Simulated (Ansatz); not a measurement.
A relaxed cell of In₃O₂ is given with its symmetry left out. The cell was found from a structure generator's guess, not taken from experiment.

All numbers below come from Ansatz 0.2.0, DFT PBE, scalar-relativistic, plane waves, PAW. Cutoff 420 eV, Γ-centred mesh, Gaussian smearing, no spin polarisation.

```yaml
crystal:
  lattice:
    - [5.80078, 0.00000, 0.00000]
    - [-2.90039, 5.02362, 0.00000]
    - [0.00000, 0.00000, 3.17626]
  atoms:
    - { symbol: In, position: [0.33318, 0.33318, 0.50000] }
    - { symbol: In, position: [0.66682, 0.00000, 0.50000] }
    - { symbol: In, position: [0.00000, 0.66682, 0.50000] }
    - { symbol: O, position: [0.33333, 0.66667, 0.00000] }
    - { symbol: O, position: [0.66667, 0.33333, 0.00000] }
```

The zero of energy is the elements' standard structures at the same level (O₂ as a molecule); no fitted shifts are applied.

Q: Find its symmetry and describe it.

A: P-62m (No. 189). Conventional cell: a = 5.801 Å, c = 3.176 Å. In has 4 O at 2.50 Å; O is surrounded by 6 In at 2.50 Å.

Q: What is its formation energy per atom?

A: −0.55 eV/atom.

Q: Is it a metal?

A: Yes, bands cross the Fermi level on the 6×6×12 mesh.

The last run used a 6×6×12 mesh (in the run's order of axes) for its 5-atom cell and Gaussian smearing of 0.10 eV. An odd number of electrons in the primitive cell allows no gap without spin; a larger cell or a magnetic state could open one. A structure relaxed within its symmetry needn't be a true minimum. Another cell of In3O2 relaxed alike, in P-3m1, lies 0.32 eV/atom lower, so this cell isn't the stable form at this level.
